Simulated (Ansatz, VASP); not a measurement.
Given: the input of a run of VASP 6.6.1 on TePb. 

Contents of INCAR:

```
PREC = Accurate
ENCUT = 600
EDIFF = 1E-7
ISMEAR = -1
SIGMA = 0.05
LREAL = False
LASPH = True
NELM = 60
ALGO = Normal
ISIF = 3
LWAVE = False
LCHARG = False
GGA = RE
IBRION = 2
NSW = 60
EDIFFG = -0.02
```

Contents of KPOINTS:

```
regular mesh
0
Gamma
  7 7 7
```

POSCAR

```
TePb
1.0
    0.0000000000      3.2310000000      3.2310000000
    3.2310000000      0.0000000000      3.2310000000
    3.2310000000      3.2310000000      0.0000000000
Pb Te
1 1
Direct
    0.0000000000      0.0000000000      0.0000000000
    0.5000000000      0.5000000000      0.5000000000
```

Potentials or basis: VASP PAW PBE potentials, release 64 (Pb_d, Te).

Command:

```sh
$ cat potpaw_PBE.64/Pb_d/POTCAR potpaw_PBE.64/Te/POTCAR > POTCAR
$ mpirun -np 1 vasp_std > vasp.out
```

Set up the same calculation for Ansatz 0.2.0. Potentials or basis there: all-electron LAPW, scalar-relativistic.

As run (cutoffs and basis follow the program's own potentials, and thresholds, step limits or extra output files can differ):

input.yaml

```yaml
crystal:
  lattice:
    - [0.0, 3.231, 3.231]
    - [3.231, 0.0, 3.231]
    - [3.231, 3.231, 0.0]
  atoms:
    - { symbol: Pb, position: [0.0, 0.0, 0.0] }
    - { symbol: Te, position: [0.5, 0.5, 0.5] }
kpoints:
  mp_grid: { grid: [7, 7, 7] }
scf:
  occupations: { method: fermi_dirac, width: 0.05 }
hamiltonian:
  xc: revpbe
  pseudopotentials: { kind: all_electron, lapw: { basis_error: 0.001 } }
output:
  forces: true
  stress: true
relax:
  f_tol: 0.005
  max_steps: 60
  cell: {}
```

Potentials or basis: all-electron LAPW, scalar-relativistic.

Run with:

```console
$ ansatz run input.yaml --threads 1 --pin off --max-ram 3072MiB --backend cpu --events-out ev --progress --plain --runs-dir out
```

Both were run:

|  | VASP | Ansatz |
| --- | --- | --- |
| Relaxed volume | 36.38 Å³/atom | 36.44 Å³/atom |
| Relaxed cell | a = 4.686 Å, b = 4.686 Å, c = 4.686 Å, α = 60.00°, β = 60.00°, γ = 60.00° | a = 4.688 Å, b = 4.688 Å, c = 4.688 Å, α = 60.00°, β = 60.00°, γ = 60.00° |
| Space group after relaxing | Fm-3m (No. 225) | Fm-3m (No. 225) |
| Pressure after relaxing | 0.0 GPa | 0.0 GPa |

VASP's potentials were made for PBE.

Where Ansatz's input types no cutoff or centring, it takes its own default and a Γ-centred mesh.

Pressure is positive in compression.
